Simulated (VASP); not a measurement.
Here is a VASP 6.6.1 calculation.

File INCAR:

```
PREC = Accurate
ENCUT = 600
EDIFF = 1E-6
ISMEAR = -1
SIGMA = 0.05
LREAL = False
LASPH = True
NELM = 60
ALGO = Normal
ISIF = 3
LWAVE = False
LCHARG = False
GGA = RE
IVDW = 12
IBRION = 2
NSW = 40
EDIFFG = -0.02
```

Contents of KPOINTS:

```
regular mesh
0
Gamma
  10 10 10
```

POSCAR

```
HfC
1.0
    0.0000000000      2.3250000000      2.3250000000
    2.3250000000      0.0000000000      2.3250000000
    2.3250000000      2.3250000000      0.0000000000
Hf C
1 1
Direct
    0.5000000000      0.5000000000      0.5000000000
    0.0000000000      0.0000000000      0.0000000000
```

Potentials or basis: VASP PAW PBE potentials, release 64 (Hf_pv, C).

Command:

```console
$ cat potpaw_PBE.64/Hf_pv/POTCAR potpaw_PBE.64/C/POTCAR > POTCAR
$ mpirun -np 1 vasp_std > vasp.out
```

Estimate the dispersion energy per atom.

-0.677 eV.

Estimate the relaxed volume.

12.23 Å³/atom.

Predict the band gap on the k mesh.

none (metal or under the smearing width).

What does it give for the space group after relaxing (to 0.05 Å)?

Fm-3m (No. 225).

The path:
```tsv
step	energy change (eV)	largest force (eV/Å)	pressure (GPa)	volume (Å³)
1	0.0000	0.0000	-6.56	25.14
2	0.0301	0.0000	13.09	23.31
3	-0.0145	0.0000	-0.13	24.46
```

Caveat: the PAW data sets were made with another functional, which shifts forces and pressure a little; pairwise dispersion overbinds metals, which lowers pressure and volume. The run has no spin-orbit coupling, so splittings on Hf are missing.
